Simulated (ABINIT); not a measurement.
Li:

```
CELL_PARAMETERS angstrom
-1.75465 1.75465 1.75465
1.75465 -1.75465 1.75465
1.75465 1.75465 -1.75465
ATOMIC_POSITIONS crystal
Li 0.00000 0.00000 0.00000
```

Base run:

```yaml
Program: ABINIT 10.8.3 (patched build)
Functional: PBEsol
Potentials_or_basis: JTH PAW PBE v2.0
Cutoff: 408 eV
k_mesh: 11 × 11 × 11
Occupations: fermi-dirac, width 0.05 eV
Spin: no spin polarisation
```

Its results: band gap on the k mesh none (metal or under the smearing width); pressure -0.8 GPa.

Q: After a change of settings the same cell gave: band gap on the k mesh none (metal or under the smearing width); pressure -1.6 GPa. Which change was it?
A. functional from PBEsol to BP86
B. functional from PBEsol to LDA-PZ; potentials or basis from JTH PAW PBE v2.0 to JTH PAW LDA v2.0
C. functional from PBEsol to r2SCAN; potentials or basis from JTH PAW PBE v2.0 to SG15 NC PBE v1.2; cutoff from 408 eV to 1197 eV
D. functional from PBEsol to r2SCAN; cutoff from 408 eV to 490 eV; fine-grid cutoff from 816.342 eV to 979.61 eV

A: B.

Caveats: the PAW data sets were made with another functional, which shifts forces and pressure a little (some runs).
